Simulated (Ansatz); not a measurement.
# I: the crystal squeezed far

An exercise on one series of results from a longer session: the logs are not shown, and one member is left open.

Method: DFT PBE, with the methods named in each step, in Ansatz 0.2.0.

### The structure to begin with

The structure is cubic, space group Fm-3m (No. 225). Conventional cell: a = 5.143 Å, b = 5.143 Å, c = 5.143 Å, α = 90.00°, β = 90.00°, γ = 90.00°. I (site symmetry m-3m) is surrounded by 12 I at 3.64 Å.

Structure file:

```
CELL_PARAMETERS angstrom
0.00000 2.57128 2.57128
2.57128 0.00000 2.57128
2.57128 2.57128 0.00000
ATOMIC_POSITIONS crystal
I 0.00000 0.00000 0.00000
```

Whether this phase is the stable one at these pressures isn't tested.

Set-up of the first run:

input.yaml

```yaml
crystal:
  lattice:
    - [0.0, 2.5712815907, 2.5712815907]
    - [2.5712815907, 0.0, 2.5712815907]
    - [2.5712815907, 2.5712815907, 0.0]
  atoms:
    - { symbol: I, position: [0.0, 0.0, 0.0] }
kpoints:
  mp_grid: { grid: [14, 14, 14] }
scf:
  occupations: { method: fermi_dirac, width: 0.05 }
hamiltonian:
  xc: pbe
  pseudopotentials: { kind: paw }
output:
  forces: true
  stress: true
  write_density: true
  write_potential: true
  elf: true
  volumetric_format: npy
relax:
  f_tol: 0.005
  max_steps: 40
  cell: {}
```

Started as:

```sh
ansatz run input.yaml --threads 1 --pin off --max-ram 2048MiB --backend cpu --events-out ev --progress --plain --runs-dir out
```

Steps of the session up to this table: Cell relaxed at zero pressure, PAW; Volume scaled by 1, PAW; Volume scaled by 0.88, PAW; Volume scaled by 0.88, PAW (core large); Volume scaled by 0.78, PAW; Volume scaled by 0.68, PAW; Volume scaled by 0.58, PAW; Volume scaled by 0.5, PAW; Volume scaled by 0.43, PAW; Volume scaled by 0.43, PAW (core large).

One of the session's tables, all rows but one given; the rest of the session is left out.

| method | volume over the first | volume (Å³/atom) | pressure (GPa) |
| --- | --- | --- | --- |
| PAW | 1 | 35.041 | 0.02 |
| PAW | 0.88 | 30.836 | 4.28 |
| PAW | 0.78 | 27.332 | 11.42 |
| PAW | 0.68 | 23.828 | 25.14 |
| PAW | 0.58 | 20.324 | 52.95 |
| PAW | 0.5 | ? | ? |
| PAW | 0.43 | 15.068 | 169.22 |
| PAW (core large) | 0.88 | 30.836 | 4.25 |
| PAW (core large) | 0.43 | 15.068 | 169.71 |

Estimate the missing values for PAW, 0.5.

The run gave: volume (Å³/atom): 17.520; pressure (GPa): 96.90. In the column «volume (Å³/atom)» it lies between PAW (core large), 0.43 (15.068) and PAW, 0.58 (20.324).

Limits of these values: Warnings in the runs' records: datasets by core.
